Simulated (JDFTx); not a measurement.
CdS (Greenockite) under changes of volume

One of the cells (25.121 Å³/atom); the others are scaled copies at fixed shape and fractional positions:

```xyz
4
Lattice="4.1500 0.0000 0.0000 -2.0750 3.5940 0.0000 0.0000 0.0000 6.7370" Properties=species:S:1:pos:R:3 pbc="T T T"
Cd    2.0750    1.1980    3.3685
Cd    0.0000    2.3960    0.0000
S     2.0750    1.1980    5.8949
S     0.0000    2.3960    2.5264
```

* Program: JDFTx 1.7.0 (patched build)
* Functional: PBEsol
* Potentials or basis: PseudoDojo-SR-PBEsol-0.4.1-standard with smoothed tails
* Cutoff: 1388 eV
* Density cutoff: 11102 eV
* k mesh: 7 × 7 × 4
* Occupations: fermi-dirac, width 0.05 eV
* Spin: no spin polarisation

```tsv
volume (Å³/atom)	energy over the lowest point (meV/atom)	pressure (GPa)	gap on the mesh (eV)	largest force (eV/Å)
23.614	10.31	3.1	1.19	0.078
24.116	2.92	1.6	1.15	0.074
24.618	0.00	0.2	1.10	0.069
25.121	?	?	?	?
25.623	5.76	-2.1	1.01	0.062
26.126	13.59	-3.0	0.97	0.058
26.628	24.27	-3.9	0.92	0.054
```

Question: What does the run at 25.121 Å³/atom give?

Answer: Energy over the lowest point 1.09 meV/atom; pressure -1.0 GPa; gap on the mesh 1.06 eV; largest force 0.066 eV/Å.

Worked out: A Birch-Murnaghan fit of order 3 (a polynomial in V^(-2/3)) to the other rows has its minimum at 24.72 Å³/atom with B0 = V·E''(V) = 61 GPa and B' = 4.7 at fixed shape and positions, which overstates the stiffness. It gives 1.10 meV/atom at 25.121 Å³/atom, against the run's 1.09, and -dE/dV = -0.9 GPa, against -1.0. A straight line through the other rows of the gap, of slope -2.25 eV per unit of ln V (its deformation potential), gives 1.05 eV, against the run's 1.06.

Energies are extrapolated to zero smearing.

Spin-orbit coupling on Cd is left out.
